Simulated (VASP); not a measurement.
**A VASP 6.6.1 single-point calculation on NaH**

INCAR

```
LCHARG = .FALSE.
ALGO = Normal
ISIF = 2
SIGMA = 0.01
ISMEAR = 0
PREC = Accurate
GGA = RP
NELM = 120
LASPH = .TRUE.
LREAL = .FALSE.
NBANDS = 11
EDIFF = 1E-7
LWAVE = .FALSE.
NSW = 0
ENCUT = 520
IBRION = -1
```

KPOINTS

```
KPOINTS created by Atomic Simulation Environment
0
Gamma
8 8 8
0 0 0
```

POSCAR

```
Na H
 1.0000000000000000
     2.8605476218999999    0.0000000000000000    0.0000000000000000
     0.0000000000000000    2.8605476218999999    0.0000000000000000
     0.0000000000000000    0.0000000000000000    2.9323912064000002
 Na  H
   1   1
Cartesian
  0.0000000000000000  0.0000000000000000  0.0000000000000000
  1.4302738109499999  1.4302738109499999  1.4661956031999999
```

The recommended PBE PAW datasets give the neutral cell 8 valence electrons.

Command

```
mpirun -np 1 vasp_std
```

OSZICAR

```
N       E                     dE             d eps       ncg     rms          rms(c)
DAV:   1     0.411116609550E+02    0.41112E+02   -0.45626E+03  1671   0.775E+02
DAV:   2    -0.368819564874E+01   -0.44800E+02   -0.44073E+02  1721   0.213E+02
DAV:   3    -0.511191609944E+01   -0.14237E+01   -0.14222E+01  1958   0.352E+01
DAV:   4    -0.511978316443E+01   -0.78671E-02   -0.78664E-02  1889   0.259E+00
DAV:   5    -0.511984324459E+01   -0.60080E-04   -0.60080E-04  1918   0.229E-01    0.333E+00
DAV:   6    -0.474335546914E+01    0.37649E+00   -0.33013E-01  1867   0.296E+00    0.161E+00
DAV:   7    -0.461650835986E+01    0.12685E+00   -0.40455E-01  1770   0.264E+00    0.387E-01
DAV:   8    -0.462056395344E+01   -0.40556E-02   -0.10104E-02  1785   0.107E+00    0.726E-02
DAV:   9    -0.462039771370E+01    0.16624E-03   -0.15832E-03  1812   0.411E-01    0.271E-02
DAV:  10    -0.462037798465E+01    0.19729E-04   -0.87394E-05  1912   0.665E-02    0.319E-03
DAV:  11    -0.462038015657E+01   -0.21719E-05   -0.18350E-06  1824   0.948E-03    0.189E-03
DAV:  12    -0.462038056563E+01   -0.40907E-06   -0.65273E-07  1758   0.656E-03    0.184E-04
DAV:  13    -0.462038056914E+01   -0.35041E-08   -0.90060E-09  1282   0.785E-04
   1 F= -.46203806E+01 E0= -.46203806E+01  d E =-.178820E-12
```

Standard output (part)

```
POSCAR found type information on POSCAR NaH
 POSCAR found :  2 types and       2 ions
 LDA part: xc-table for (Slater+PW92), standard interpolation
 POSCAR, INCAR and KPOINTS ok, starting setup
 WAVECAR not read
 entering main loop
```

From OUTCAR

```
k-points           NKPTS =     75   k-points in BZ     NKDIM =     75   number of bands    NBANDS=     11

   NELECT =       8.0000    total number of electrons

   dimension x,y,z NGX =    24 NGY =   24 NGZ =   24
   dimension x,y,z NGXF=    48 NGYF=   48 NGZF=   48

  energy-cutoff  :      520.00
  volume of cell :       23.99
      direct lattice vectors                 reciprocal lattice vectors
     2.860547622  0.000000000  0.000000000     0.349583413  0.000000000  0.000000000
     0.000000000  2.860547622  0.000000000     0.000000000  0.349583413  0.000000000
     0.000000000  0.000000000  2.932391206     0.000000000  0.000000000  0.341018619

 k-points in reciprocal lattice and weights: KPOINTS created by Atomic Simulation Env
   0.00000000  0.00000000  0.00000000       0.002
   0.12500000  0.00000000  0.00000000       0.008
   0.25000000  0.00000000  0.00000000       0.008
   0.37500000  0.00000000  0.00000000       0.008
   0.50000000  0.00000000  0.00000000       0.004
   0.12500000  0.12500000  0.00000000       0.008
   0.25000000  0.12500000  0.00000000       0.016
   0.37500000  0.12500000  0.00000000       0.016
   ...

 E-fermi :   1.7954

 k-point     1 :       0.0000    0.0000    0.0000
  band No.  band energies     occupation
      1     -22.7890      2.00000
      2     -22.7848      2.00000
      3     -22.7848      2.00000
      4      -4.3866      2.00000
      5      11.1270      0.00000
      6      13.0995      0.00000
      7      13.5047      0.00000
      8      14.4067      0.00000
      9      15.2697      0.00000
     10      15.2697      0.00000
     11      28.4683      0.00000

 k-point     2 :       0.1250    0.0000    0.0000
  band No.  band energies     occupation
      1     -22.8188      2.00000
      2     -22.7859      2.00000
      3     -22.7818      2.00000
      4      -4.1265      2.00000
      5       9.7307      0.00000
      6      12.1480      0.00000
      7      13.5189      0.00000
      8      14.5966      0.00000
      9      15.4577      0.00000
     10      18.5059      0.00000
     11      26.2649      0.00000

 k-point     3 :       0.2500    0.0000    0.0000
  band No.  band energies     occupation
      1     -22.9002      2.00000
      2     -22.7785      2.00000
      3     -22.7747      2.00000
      4      -3.3880      2.00000
      5       6.7335      0.00000
      6      12.5106      0.00000
      7      14.3174      0.00000
      8      15.1449      0.00000
      9      15.9995      0.00000
     10      22.9145      0.00000
     11      23.4567      0.00000

 k-point     4 :       0.3750    0.0000    0.0000
  band No.  band energies     occupation
      1     -22.9805      2.00000
      2     -22.7710      2.00000
      3     -22.7676      2.00000
      4      -2.3592      2.00000
      5       4.2456      0.00000
      6      13.0967      0.00000
      7      15.5973      0.00000
      8      15.9333      0.00000
      9      16.7727      0.00000
     10      20.6819      0.00000
     11      21.2530      0.00000

 k-point     5 :       0.5000    0.0000    0.0000
  band No.  band energies     occupation
      1     -23.0134      2.00000
      2     -22.7679      2.00000
      3     -22.7646      2.00000
      4      -1.7300      2.00000
      5       3.1251      0.00000
      6      13.3745      0.00000
      7      16.4319      0.00000
      8      16.7080      0.00000
      9      17.2554      0.00000
     10      18.9932      0.00000
     11      20.2782      0.00000

 ...

  Total        0.7361569      0.7361569      0.2682176      0.0000000      0.0000000      0.0000000
  in kB       49.1542061     49.1542061     17.9092605      0.0000000      0.0000000      0.0000000
  external PRESSURE =      38.7392242 kB  Pullay stress =       0.0000000 kB

 POSITION                                       TOTAL-FORCE (eV/Angst)
 -----------------------------------------------------------------------------------
      0.00000      0.00000      0.00000         0.000000      0.000000      0.000000
      1.43027      1.43027      1.46620         0.000000      0.000000      0.000000
 -----------------------------------------------------------------------------------
    total drift:                                0.000000      0.000000      0.000000

  FREE ENERGIE OF THE ION-ELECTRON SYSTEM (eV)
  ---------------------------------------------------
  free  energy   TOTEN  =        -4.6203805691 eV

  energy  without entropy=       -4.6203805691  energy(sigma->0) =       -4.62038057
```

It converged. Results: gap between bands v and c on the k mesh 1.13 eV; least direct gap on the k mesh 4.78 eV; pressure 3.9 GPa. Band v is the last that the valence electrons fill when counted band by band, and c is the next.

For comparison, a separate r²SCAN run of the intended cell, on usual settings and not on those above, gives a gap of 1.45 eV on its mesh and a pressure of 1.1 GPa.

The run above took about 5.1 s on one core of a shared host (Intel Xeon 6975P-C) and held 0.14 GiB at most.
